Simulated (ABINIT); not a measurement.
InAs, 2 atoms in the cell. It takes space group F-43m (No. 216, cubic). Conventional cell: a = 6.036 Å, b = 6.036 Å, c = 6.036 Å, α = 90.00°, β = 90.00°, γ = 90.00°. Around In (site symmetry -43m) lie 4 As at 2.61 Å. As (site symmetry -43m) has 4 In at 2.61 Å as nearest neighbours. 

| Quantity | Value |
| --- | --- |
| Program | ABINIT 10.8.3 (patched build) |
| Task | single point |
| Functional | LDA |
| Potentials or basis | HGH LDA |
| Cutoff | 354 eV |
| k mesh | 6 × 6 × 6 |
| Occupations | fermi-dirac, width 0.05 eV |
| Spin | no spin polarisation |

Potentials or basis: HGH LDA.

Run with:

```bash
$ abinit run.abi > log 2>&1
```

Hardware: 1 thread of Intel(R) Xeon(R) Processor @ 2.70GHz (shared host).

Q: How long does it take, and how much memory?

A: It took 3.4 s on 1 thread of Intel(R) Xeon(R) Processor @ 2.70GHz, with other jobs on the host, peak memory 0.06 GiB. Counts: scf iterations 9, mpi ranks 1, k points 16, bands 8, plane waves 853.
